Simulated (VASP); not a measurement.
Write the native input for VASP 6.6.1 that does the following.

```
Task                   : relaxation of cell and atoms
Functional             : PBE
Potentials or basis    : VASP PAW PBE potentials, release 54 (Mo_sv, Si)
Cutoff                 : 600 eV
k mesh                 : 5 × 5 × 3
Occupations            : fermi-dirac, width 0.05 eV
Spin                   : no spin polarisation
Further INCAR settings : ALGO = Fast; EDIFF = 1e-06; IBRION = 2; EDIFFG = -0.01; NSW = 40; ISIF = 3
```

The structure of Si2Mo lies in POSCAR:

```
Si2Mo
1.0
    4.5854715599      0.0000000000      0.0000000000
   -2.2927357800      3.9711348592      0.0000000000
    0.0000000000      0.0000000000      6.5797601000
Mo Si
3 6
Direct
    0.5000000000      0.5000000000      0.8333333333
    0.0000000000      0.5000000000      0.1666666667
    0.5000000000      0.0000000000      0.5000000000
    0.1638729800      0.3277459600      0.5000000000
    0.6722540400      0.8361270200      0.1666666667
    0.8361270200      0.1638729800      0.8333333333
    0.8361270200      0.6722540400      0.5000000000
    0.3277459600      0.1638729800      0.1666666667
    0.1638729800      0.8361270200      0.8333333333
```

Measurements of this composition are mostly on another form, of space group No. 139.

The input as run:

INCAR

```
SYSTEM = Si2Mo
PREC     = Accurate       ! precision mode
ENCUT    = 600            ! plane-wave cutoff, eV
EDIFF    = 1E-6           ! SCF threshold, eV
ISMEAR   = -1             ! smearing method
SIGMA    = 0.05           ! smearing width, eV
LREAL    = .False.        ! projectors in reciprocal space
LASPH    = .True.         ! aspherical terms in the spheres
NELM     = 60             ! most SCF steps
ALGO     = Fast           ! electronic algorithm
ISIF     = 3              ! what is computed and relaxed
LWAVE    = .False.        ! write WAVECAR
LCHARG   = .False.        ! write CHGCAR
GGA      = PE             ! functional
IBRION   = 2              ! ionic algorithm
NSW      = 40             ! ionic steps
EDIFFG   = -0.01          ! ionic threshold
```

KPOINTS

```
regular mesh
0
Gamma
  5 5 3
  0 0 0
```

Potentials or basis: VASP PAW PBE potentials, release 54 (Mo_sv, Si).

Run with:

```console
$ cat potpaw_PBE.54/Mo_sv/POTCAR potpaw_PBE.54/Si/POTCAR > POTCAR
$ mpirun -np 1 vasp_std > vasp.out
```

Results of the run:

```json
{
  "Relaxed volume": "13.53 Å³/atom",
  "Relaxed cell": "a = 4.614 Å, b = 4.614 Å, c = 6.606 Å, α = 90.00°, β = 90.00°, γ = 120.00°",
  "Space group after relaxing (to 0.05 Å)": "P6_222 (No. 180)",
  "Energy gained by relaxing": "2.5 meV/atom",
  "Ionic steps": "5",
  "Pressure after relaxing": "0.1 GPa",
  "Band gap on the k mesh": "0.60 eV, indirect (least direct gap 0.87 eV)"
}
```

Caveat: an odd mesh through Γ misses points on the zone boundary, where band edges often lie.

Wall time 5.9 min on 1 thread of Intel(R) Xeon(R) Platinum 8259CL CPU @ 2.50GHz (Skylake/Cascade Lake), with other jobs on the host, peak memory 0.31 GiB.
